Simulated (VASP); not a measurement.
Set up this calculation in VASP 6.6.1, as the native input.

```yaml
Task: relaxation of cell and atoms
Functional: PBEsol
Dispersion: rVV10
Potentials_or_basis: VASP PAW PBE potentials, release 64 (In_d, Pd)
Cutoff: 600 eV
k_mesh: 8 × 8 × 8
Occupations: fermi-dirac, width 0.05 eV
Spin: no spin polarisation
Further_INCAR_settings: ALGO = Fast; EDIFF = 1e-06; IBRION = 2; EDIFFG = -0.01; NSW = 40; ISIF = 3
```

The structure of InPd lies in POSCAR:

```
InPd
1.0
    3.2718847800      0.0000000000      0.0000000000
    0.0000000000      3.2718847800      0.0000000000
    0.0000000000      0.0000000000      3.2718847800
In Pd
1 1
Direct
    0.0000000000      0.0000000000      0.0000000000
    0.5000000000      0.5000000000      0.5000000000
```

The cell comes from a database or a generator and needn't be the stable form of this composition.

These files were run (other wordings do the same):

INCAR

```
SYSTEM = InPd
ALGO = Fast
BPARAM = 20.0
CPARAM = 0.0093
EDIFF = 1E-6
EDIFFG = -0.01
ENCUT = 600
GGA = PS
IBRION = 2
ISIF = 3
ISMEAR = -1
IVDW_NL = 2
LASPH = .True.
LCHARG = .False.
LREAL = .False.
LUSE_VDW = .True.
LWAVE = .False.
NELM = 100
NSW = 40
PREC = Accurate
SIGMA = 0.05
```

KPOINTS

```
k-points
0
Gamma
  8 8 8
  0 0 0
```

Potentials or basis: VASP PAW PBE potentials, release 64 (In_d, Pd).

Run with:

```console
$ cat potpaw_PBE.64/In_d/POTCAR potpaw_PBE.64/Pd/POTCAR > POTCAR
$ mpirun -np 1 vasp_std > vasp.out
```

It gave:

The relaxed volume is 17.04 Å³/atom. The relaxed cell is a = 3.242 Å, b = 3.242 Å, c = 3.242 Å, α = 90.00°, β = 90.00°, γ = 90.00°, the space group after relaxing (to 0.05 Å) is Pm-3m (No. 221) and the energy gained by relaxing is 5.6 meV/atom. The ionic steps are 3, the pressure after relaxing is -0.1 GPa and the band gap on the k mesh is none (metal or under the smearing width).

Caveat: the PAW data sets were made with another functional, which shifts forces and pressure a little.

Run time: 3.6 min on 1 thread of AMD EPYC 7R13 Processor (Zen 3), with other jobs on the host, peak memory 0.24 GiB.
